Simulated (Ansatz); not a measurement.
# MoS2: the cost of one run

Computed with Ansatz 0.2.0 (DFT PBEsol, scalar-relativistic, plane waves, PAW, unless a step's input says otherwise).

2 further runs of the same task are left out: 2 set aside as unsound or not needed.

**1. The system as given**

It takes space group R3m (No. 160, trigonal). The conventional cell has a = 3.143 Å, b = 3.143 Å, c = 18.855 Å, α = 90.00°, β = 90.00°, γ = 120.00°. Mo (site symmetry 3m) has 6 S at 2.39 Å as nearest neighbours. S (site symmetry 3m) has 3 Mo at 2.39 Å as nearest neighbours.

As a file:

```cif
data_structure
_symmetry_space_group_name_H-M 'R3m:H'
_symmetry_Int_Tables_number 160
_cell_length_a 3.1431
_cell_length_b 3.1431
_cell_length_c 18.8552
_cell_angle_alpha 90.000
_cell_angle_beta 90.000
_cell_angle_gamma 120.000
_cell_volume 161.31
loop_
_atom_site_label
_atom_site_type_symbol
_atom_site_symmetry_multiplicity
_atom_site_Wyckoff_symbol
_atom_site_fract_x
_atom_site_fract_y
_atom_site_fract_z
_atom_site_occupancy
Mo1 Mo 3 a 0.00000 0.00000 0.00023 1
S1 S 3 a 0.33333 0.66667 0.25092 1
S2 S 3 a 0.66667 0.33333 0.08285 1
```

It goes back to an entry of the Materials Project, which need not be the stable form.

The unstrained cell was computed beforehand with the same settings: E(σ→0) = -20010.5039 eV for 9 atoms, gap 0.99 eV over the zone.

**2. The cell strained by -1.0 %**

Contents of input.yaml:

```yaml
crystal:
  lattice:
    - [3.1116390454, 0.0, 0.0]
    - [-1.5558195227, 2.6947584607, 0.0]
    - [0.0, 0.0, 18.968308934]
  atoms:
    - { symbol: Mo, position: [0.0, 0.0, 0.0002317094] }
    - { symbol: Mo, position: [0.6666666667, 0.3333333333, 0.3335650427] }
    - { symbol: Mo, position: [0.3333333333, 0.6666666667, 0.666898376] }
    - { symbol: S, position: [0.3333333333, 0.6666666667, 0.2509161712] }
    - { symbol: S, position: [0.6666666667, 0.3333333333, 0.0828511194] }
    - { symbol: S, position: [0.0, 0.0, 0.5842495045] }
    - { symbol: S, position: [0.3333333333, 0.6666666667, 0.4161844528] }
    - { symbol: S, position: [0.6666666667, 0.3333333333, 0.9175828379] }
    - { symbol: S, position: [0.0, 0.0, 0.7495177861] }
basis:
  ecutwfc: 420
kpoints:
  mp_grid: { grid: [12, 12, 2] }
hamiltonian:
  xc: pbesol
scf:
  occupations: { method: gaussian, width: 0.02 }
output:
  forces: true
  stress: true
  eigenvalues: true
relax:
  adjacent_minimum: "off"
  f_tol: 0.008
  max_steps: 40
  cell: { stress_tol: 0.015, fix: [a, b, gamma] }
```

Launch:

```sh
> ansatz run input.yaml --threads 1 --pin off --max-ram 2560MiB --backend cpu --events-out ev --progress --plain --runs-dir out
```

**Question.** How long does this run take on 1 thread of Intel Xeon Platinum 8259CL at 2.50GHz (Skylake/Cascade Lake), shared host, and how much memory does it need?

About 2.1 min, with a peak of 0.58 GiB.
